How far do the electrons of PtS₂ notice that its layers lie on top of one another? Suppose first that they don't. An electron wave in a single layer has an in-plane wave vector q, and its energy E cannot depend on the out-of-plane component k. Without magnetism, reversing q leaves the energy unchanged as well. For uncoupled layers, therefore,

E(q, k) = E(q) = E(−q).

The table can test this twice. Points 5 and 6 have opposite q and the same k, while points 1 and 7 (called Γ and A) have q = 0 and different k. Within each pair, all levels should agree.

ABINIT 10.8.3 plane-wave DFT calculation of bulk PtS₂ (P-3m1) at the given geometry, with the PBEsol functional and no spin polarisation or spin-orbit coupling. It uses PseudoDojo NC SR PBEsol v0.4.1 standard pseudopotentials, a 1034 eV cutoff, a 7×7×4 k mesh and Fermi-Dirac smearing of 0.05 eV. Levels are counted from the valence top on this mesh.

| point a (reciprocal cell vector) | point b (reciprocal cell vector) | point c (reciprocal cell vector) | level point (row) | level under 4 (eV) | level under 3 (eV) | level under 2 (eV) | level under 1 (eV) | level over 1 (eV) | level over 2 (eV) |
| --- | --- | --- | --- | --- | --- | --- | --- | --- | --- |
| 0.0000 | 0.0000 | 0.0000 | 1 | -1.755 | -1.099 | -1.099 | -0.081 | 2.489 | 2.489 |
| 0.4286 | 0.0000 | 0.0000 | 2 | -3.273 | -2.772 | -2.663 | -2.065 | 1.757 | 2.813 |
| 0.2857 | 0.2857 | 0.0000 | 3 | -3.465 | -2.749 | -2.003 | -0.968 | 0.991 | 1.364 |
| 0.1429 | 0.0000 | 0.2500 | 4 | -2.389 | -1.498 | -1.228 | -0.194 | 1.549 | 2.665 |
| 0.2857 | 0.0000 | 0.2500 | 5 | -2.952 | -1.672 | -1.642 | -1.541 | 1.976 | 2.459 |
| -0.2857 | 0.0000 | 0.2500 | 6 | -3.077 | -1.507 | -1.430 | -0.170 | 0.760 | 1.991 |
| 0.0000 | 0.0000 | 0.5000 | 7 | -2.490 | -1.286 | -1.286 | -0.858 | 2.969 | 2.969 |

The columns "level under 1" and "level over 1" hold the highest filled and the lowest empty level at each point, counted from the valence top of the whole mesh.

**Point 1.** At Γ the two lowest empty levels coincide at 2.489 eV. Chemistry suggests what they are: Pt(IV) has six d electrons, which fill the three d orbitals that point between the sulfur neighbours. The two that point at sulfur stay empty and are antibonding with S p orbitals. The threefold axis makes these two equivalent at Γ; spin-orbit coupling, left out here, can split this pair and others like it, and shift the band edges.

**Points 2 to 4.** Away from the axis the two empty levels separate, and their mean lies below its value at Γ. A likely reason is the sulfur part of these states. At Γ all cells carry the same phase, so in-plane p orbitals of neighbouring cells turn lobes of opposite sign towards each other, which costs energy. A wave running along the layer removes part of this cost. This cannot be the whole reason: the sulfur phases are relieved about equally at points 2 and 3, yet the mean drops by only 0.2 eV at point 2 and by 1.3 eV at point 3. The strength of the Pt–S mixing is expected to change with q as well. At point 3 the lowest empty level has already come down to 0.991 eV.

**Points 5 and 6.** Here the picture of separate layers breaks down. It predicts equal direct gaps, but the calculation gives 3.517 eV at point 5 and 0.930 eV at point 6. On going from 5 to 6 the highest filled level rises by 1.371 eV and the lowest empty one falls by 1.216 eV, and the two shifts together account for the change:

3.517 − 1.371 − 1.216 = 0.930 eV.

Since uncoupled layers would give no difference at all, this one is due to the coupling between them. The structure makes a strong coupling plausible. Sulfur atoms facing each other across the gap between layers are 3.43 Å apart, closer than the 3.54 Å between neighbours within one sulfur sheet.

Coupling alone would not have to distinguish q from −q; the shape of the layer allows it to. Around each Pt atom the upper triangle of sulfur atoms points one way and the lower triangle the opposite way, so the bonds run through the layer at a slant. Along such a slanted path a wave collects phase from its in-plane and its out-of-plane motion. For one sign of q the two phases add, for the other they partly cancel, and orbitals that meet in a bonding way in one case may meet in an antibonding way in the other. A mirror plane parallel to the layers would make the two cases equal, but this crystal has none.

Point 6 also holds the lowest empty level of the mesh, at 0.760 eV. Point 3 comes close, and the mean of its two empty levels is even lower, 1.18 against 1.38 eV. Point 6 wins because its two levels lie much further apart, which pushes the lower one down. The highest filled level at point 6 lies 0.170 eV below the valence top, so the smallest gap on this mesh is indirect.

**Point 7.** From Γ to A only the phase between successive layers changes, from equal to opposite. The highest filled level, a single one, falls by 0.777 eV, whereas the filled doublet below it falls by only 0.187 eV. Symmetry offers a reason: on this axis the sulfur p orbitals that point out of the layer can enter single levels but not doublets. They form two combinations, one odd and one even under inversion through Pt. At Γ the odd one meets across the gap with opposite signs, which is antibonding; at A the reversed phase makes the same contact bonding, so it should fall. The even one does the reverse and should rise.

Yet no filled column rises: the lowest one listed falls too, by 0.735 eV. The columns, however, are sorted by energy, not by orbital pattern, and between Γ and A the two single levels share one symmetry and can trade character. The likely reading is that the odd combination drops from −0.081 eV at Γ to −2.490 eV at A, by 2.409 eV. The even one, which alone can mix with a platinum d orbital at these two points, then climbs from −1.755 to −0.858 eV, by 0.897 eV. On this reading the 0.777 eV compares two different states and understates the coupling. The assignment is expected, not shown: the run gives no orbital characters, and the list ends at the lowest level, so a partner of equal energy may have been cut off. The empty doublet rises by 0.480 eV, which shows that doublets feel the next layer as well.

For practical use, the spacing of the layers matters as well as the chemistry within them, because the coupling between layers helps to set both the highest filled and the lowest empty level at point 6. The sizes found here belong to an unrelaxed crystal under about 6 GPa of calculated pressure, with a force of 0.94 eV/Å left on each sulfur atom along the stacking axis; relaxing it would change the very contact across the gap that carries the coupling. The gap of 0.76 eV carries a further uncertainty, since PBEsol usually gives gaps that are too small, while further points added to this mesh could only lower the value. The output below lists the comparisons between the paired points.

Printed output of the fit:

```
Gaps and the pair of lowest empty levels, all in eV:
      row  point  direct gap  top filled above next  mean of empty pair  half splitting of pair
      0.0      1        2.57                  1.018               2.489                       0
   0.4286      2       3.822                  0.598               2.285                   0.528
   0.2857      3       1.959                  1.035               1.177                  0.1865
   0.1429      4       1.743                  1.034               2.107                   0.558
   0.2857      5       3.517                  0.101               2.218                  0.2415
  -0.2857      6        0.93                   1.26               1.376                  0.6155
      0.0      7       3.827                  0.428               2.969                       0
Point 6 less point 5, highest filled level (eV): 1.371
Point 6 less point 5, second filled level (eV): 0.212
Point 6 less point 5, third filled level (eV): 0.165
Point 6 less point 5, fourth filled level (eV): -0.125
Point 6 less point 5, lowest empty level (eV): -1.216
Point 6 less point 5, mean of empty pair (eV): -0.842
Point 6 less point 5, half splitting of empty pair (eV): 0.374
A less Gamma, top filled singlet (eV): -0.777
A less Gamma, filled doublet (eV): -0.187
A less Gamma, second filled singlet (eV): -0.735
A less Gamma, empty doublet (eV): 0.48
Point 6 less Gamma, lowest empty level (eV): -1.729
Point 6 less Gamma, mean of empty pair (eV): -1.113
Point 6 less point 3, mean of empty pair (eV): 0.198
Point 6 less point 3, lowest empty level (eV): -0.231
Shortest S-S distance across the gap between layers (angstrom): 3.427
S-S distance between the two faces of one layer (angstrom): 3.07
S-S distance within one face (angstrom): 3.543
```
